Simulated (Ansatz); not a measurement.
Wires are cut from relaxed bulk HfO2 (Fm-3m, not its usual structure, 11.04 Å³/atom, gap on the mesh 3.75 eV); atoms and period are relaxed, and energies count from that bulk.

These are results of DFT PBE, scalar-relativistic, plane waves, PAW in Ansatz, not measurements.

Cutoff 420 eV, Gaussian smearing of 0.05 eV, energies at zero smearing, symmetry of each start kept, no spin polarisation.

```
                             start atoms k mesh excess energy (eV per host atom) line energy (eV/Å) period (Å) gap on the mesh (eV)
 [110] wire, 9 host atoms a period      9   1×1×9                             0.806               2.118       3.425                  0.13
[110] wire, 12 host atoms a period     12   1×1×9                             0.360               1.320       3.277                  4.00
```

Spin-orbit coupling is left out, which matters for the bands of heavy elements. An odd mesh misses points on the zone edge, so a gap read on it can be too wide.

Gaps under about 0.2 eV rest on few k points and may close between them. Each run keeps its start's symmetry and one magnetic start, so lower states can exist.

Cost: 2 runs of about 7.1 core-minutes in all, on Intel Xeon 6975P-C (Granite Rapids) (shared hosts).